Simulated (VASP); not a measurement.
Method: revTPSS meta-GGA, VASP's PBE PAW potentials (set 64) (plane waves; VASP 6.6.1).

Input for VASP

**INCAR**
```
SYSTEM=ZrO2
PREC=Accurate; ENCUT=520; LREAL=.False.
LASPH=.True.
EDIFF=1E-6; NELM=100; ALGO=Normal
LMAXMIX=4; LMIXTAU=.True.
ISMEAR=0; SIGMA=0.05
METAGGA=RTPSS
IBRION=2; NSW=60; ISIF=3
EDIFFG=-0.02
LWAVE=.False.; LCHARG=.False.
```

**POSCAR**
```
ZrO2
1.0
  0.0000000000   2.5336762499   2.5336762499
  2.5336762499   0.0000000000   2.5336762499
  2.5336762499   2.5336762499   0.0000000000
Zr O
1 2
direct
  0.0000000000   0.0000000000   0.0000000000
  0.2500000000   0.2500000000   0.2500000000
  0.7500000000   0.7500000000   0.7500000000
```

KPOINTS:
```
Automatic mesh
0
Gamma
7 7 7
0 0 0
```

POTCAR, in this order: Zr_sv O (PBE.64 set). Program: vasp_std.

The run wrote:

File OSZICAR:
```
       N       E                     dE             d eps       ncg     rms          rms(c)
DAV:   1     0.298304479407E+03    0.29830E+03   -0.19384E+04   640   0.253E+03
DAV:   2     0.675109661596E+02   -0.23079E+03   -0.22547E+03   840   0.450E+02
DAV:   3     0.546296951198E+02   -0.12881E+02   -0.12259E+02   872   0.123E+02
DAV:   4     0.543684682917E+02   -0.26123E+00   -0.26119E+00   968   0.167E+01
DAV:   5     0.543659268111E+02   -0.25415E-02   -0.25414E-02   848   0.137E+00    0.469E+01
DAV:   6    -0.223814464744E+02   -0.76747E+02   -0.35241E+02   640   0.245E+02    0.139E+01
DAV:   7    -0.211040188169E+02    0.12774E+01   -0.13509E+01   840   0.389E+01    0.742E+00
DAV:   8    -0.206691023088E+02    0.43492E+00   -0.22507E+00   848   0.104E+01    0.369E+00
DAV:   9    -0.208427223797E+02   -0.17362E+00   -0.44769E-01  1040   0.472E+00    0.177E+00
DAV:  10    -0.208457608333E+02   -0.30385E-02   -0.38363E-01   704   0.449E+00    0.112E+00
DAV:  11    -0.206313738948E+02    0.21439E+00   -0.14766E-01   664   0.483E+00    0.307E-01
DAV:  12    -0.208668486968E+02   -0.23547E+00   -0.62904E-02   648   0.357E+00    0.106E-01
DAV:  13    -0.208674286035E+02   -0.57991E-03   -0.34896E-03   920   0.443E-01    0.365E-02
DAV:  14    -0.208671024220E+02    0.32618E-03   -0.58705E-04   928   0.208E-01    0.425E-02
DAV:  15    -0.208675068331E+02   -0.40441E-03   -0.13999E-04   680   0.152E-01    0.119E-02
DAV:  16    -0.208675174982E+02   -0.10665E-04   -0.18499E-05   904   0.377E-02    0.801E-03
DAV:  17    -0.208675154694E+02    0.20288E-05   -0.72665E-06   864   0.258E-02    0.391E-03
DAV:  18    -0.208675179177E+02   -0.24483E-05   -0.10495E-06   432   0.136E-02    0.397E-03
DAV:  19    -0.208675180232E+02   -0.10551E-06   -0.96138E-07   384   0.825E-03
   1 F= -.20867518E+02 E0= -.20867518E+02  d E =-.208675E+02
       N       E                     dE             d eps       ncg     rms          rms(c)
DAV:   1    -0.210851421232E+02   -0.21762E+00   -0.11782E+01   784   0.358E+01    0.626E+00
DAV:   2    -0.208653856973E+02    0.21976E+00   -0.99111E-01   800   0.932E+00    0.263E+00
DAV:   3    -0.208275167542E+02    0.37869E-01   -0.37087E-01   968   0.462E+00    0.669E-01
DAV:   4    -0.208478072583E+02   -0.20291E-01   -0.41855E-02  1024   0.151E+00    0.566E-01
DAV:   5    -0.208503736994E+02   -0.25664E-02   -0.11336E-03   712   0.376E-01    0.438E-01
DAV:   6    -0.208472128349E+02    0.31609E-02   -0.89538E-03   720   0.105E+00    0.131E-01
DAV:   7    -0.208537727900E+02   -0.65600E-02   -0.54267E-03   752   0.749E-01    0.429E-02
DAV:   8    -0.208538611614E+02   -0.88371E-04   -0.22761E-04   736   0.135E-01    0.270E-02
DAV:   9    -0.208539384212E+02   -0.77260E-04   -0.42542E-05   712   0.710E-02    0.888E-03
DAV:  10    -0.208539448573E+02   -0.64361E-05   -0.32747E-06   720   0.207E-02    0.629E-03
DAV:  11    -0.208539485037E+02   -0.36464E-05   -0.34685E-06   696   0.177E-02    0.141E-03
DAV:  12    -0.208539482855E+02    0.21819E-06   -0.22094E-07   320   0.540E-03
   2 F= -.20853948E+02 E0= -.20853948E+02  d E =0.135697E-01
       N       E                     dE             d eps       ncg     rms          rms(c)
DAV:   1    -0.209688832039E+02   -0.11493E+00   -0.44280E+00   776   0.217E+01    0.391E+00
DAV:   2    -0.208783500710E+02    0.90533E-01   -0.36300E-01   768   0.558E+00    0.155E+00
DAV:   3    -0.208684106601E+02    0.99394E-02   -0.13906E-01  1000   0.279E+00    0.425E-01
DAV:   4    -0.208757324535E+02   -0.73218E-02   -0.15095E-02  1040   0.900E-01    0.338E-01
DAV:   5    -0.208767686035E+02   -0.10361E-02   -0.56692E-04   688   0.295E-01    0.237E-01
DAV:   6    -0.208762071844E+02    0.56142E-03   -0.30758E-03   720   0.637E-01    0.743E-02
DAV:   7    -0.208780716861E+02   -0.18645E-02   -0.15400E-03   712   0.418E-01    0.124E-02
DAV:   8    -0.208780933727E+02   -0.21687E-04   -0.54605E-05   744   0.639E-02    0.135E-02
DAV:   9    -0.208781262205E+02   -0.32848E-04   -0.11500E-05   664   0.386E-02    0.481E-03
DAV:  10    -0.208781339551E+02   -0.77346E-05   -0.14069E-06   488   0.138E-02    0.349E-03
DAV:  11    -0.208781339748E+02   -0.19715E-07   -0.35104E-07   344   0.608E-03
   3 F= -.20878134E+02 E0= -.20878134E+02  d E =-.106160E-01
```

File OUTCAR:
```
------------------------ aborting loop because EDIFF is reached ----------------------------------------
  FORCE on cell =-STRESS in cart. coord.  units (eV):
  Direction    XX          YY          ZZ          XY          YZ          ZX
  --------------------------------------------------------------------------------------
  Total       -0.0048752     -0.0048752     -0.0048752      0.0000000     -0.0000000      0.0000000
  in kB       -0.2352991     -0.2352991     -0.2352991      0.0000000     -0.0000000      0.0000000
  external PRESSURE =      -0.2352991 kB  Pullay stress =       0.0000000 kB
  volume of cell :       33.20
      direct lattice vectors                 reciprocal lattice vectors
     0.000000000  2.550851043  2.550851043    -0.196013013  0.196013013  0.196013013
     2.550851043  0.000000000  2.550851043     0.196013013 -0.196013013  0.196013013
     2.550851043  2.550851043 -0.000000000     0.196013013  0.196013013 -0.196013013
 POSITION                                       TOTAL-FORCE (eV/Angst)
 -----------------------------------------------------------------------------------
      0.00000      0.00000      0.00000         0.000000     -0.000000      0.000000
      1.27543      1.27543      1.27543         0.000000     -0.000000      0.000000
      3.82628      3.82628      3.82628        -0.000000      0.000000     -0.000000
 -----------------------------------------------------------------------------------
    total drift:                                0.000000      0.000000      0.000000
  FREE ENERGIE OF THE ION-ELECTRON SYSTEM (eV)
  ---------------------------------------------------
  free  energy   TOTEN  =       -20.8781339748 eV

  energy  without entropy=      -20.8781339748  energy(sigma->0) =      -20.87813397

 reached required accuracy - stopping structural energy minimisation
```
(Selected blocks of OUTCAR.)

**CONTCAR**
```
ZrO2
   1.00000000000000
     0.0000000000000000    2.5508510433882292    2.5508510433882292
     2.5508510433882292    0.0000000000000000    2.5508510433882292
     2.5508510433882292    2.5508510433882292   -0.0000000000000000
  Zr              O
     1     2
Direct
     0.0000000000000000    0.0000000000000000    0.0000000000000000
     0.2500000000000000    0.2500000000000000    0.2500000000000000
     0.7500000000000000    0.7500000000000000    0.7500000000000000
```

Energy and stress use the plane-wave basis of the starting cell.

The compound is ZrO2 in the fluorite structure, the high-temperature cubic form, which is unstable at 0 K; the monoclinic form is the stable one. This run relaxes it. Symmetry was kept, so distortions that lower it aren't found. The start is the result of an earlier pass.
